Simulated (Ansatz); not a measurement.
Stress against strain in BaS

```xyz
2
Lattice="0.0000 3.1938 3.1938 3.1938 0.0000 3.1938 3.1938 3.1938 0.0000" Properties=species:S:1:pos:R:3 pbc="T T T"
Ba    0.0000    0.0000    0.0000
S     3.1938    3.1938    3.1938
```

Atom numbers follow the list: Ba1, S2.

The cell is COD entry 9008600, as deposited and not checked against the literature; nothing was relaxed.

No spin–orbit coupling, which matters for the heavy atoms here.

These are results of DFT, LDA, all-electron LAPW, scalar-relativistic in Ansatz 0.2.0, not measurements.

Settings: a Γ-centred 7×7×7 k mesh, Fermi–Dirac smearing of 0.01 eV, basis error target 0.25 meV/atom, no spin polarisation.

The strain is applied along the Cartesian axes of the cell as listed (the other components stay zero). Fractional coordinates are held (clamped ions).

σ is the change of stress from the unstrained cell, which is at -2.47 GPa; tension is positive, so slopes are stress–strain coefficients at that pressure.

Only quantities that a quadratic follows smoothly over the whole series are listed; rougher ones are left out.

```tsv
εzz	σzz (GPa)	σxx (GPa)
-0.0200	-2.02	-0.32
0.0000	0.00	0.00
0.0100	0.82	0.15
0.0200	1.52	0.29
```

Question: Fit the series and read off the stiffness at zero strain.

Answer: Least-squares fits y = p0 + p1 x + p2 x² to the rows give σzz (GPa): p1 = 88.5, p2 = -620; σxx (GPa): p1 = 15.3, p2 = -39. So C11 = 88 GPa and C12 = 15 GPa, which gives B = (C11 + 2 C12)/3 = 39 GPa.

Question: One run, at εzz = -0.0100, is withheld. Predict its row.

Answer: The fits give -0.95, -0.16; the run gave -0.94, -0.15.
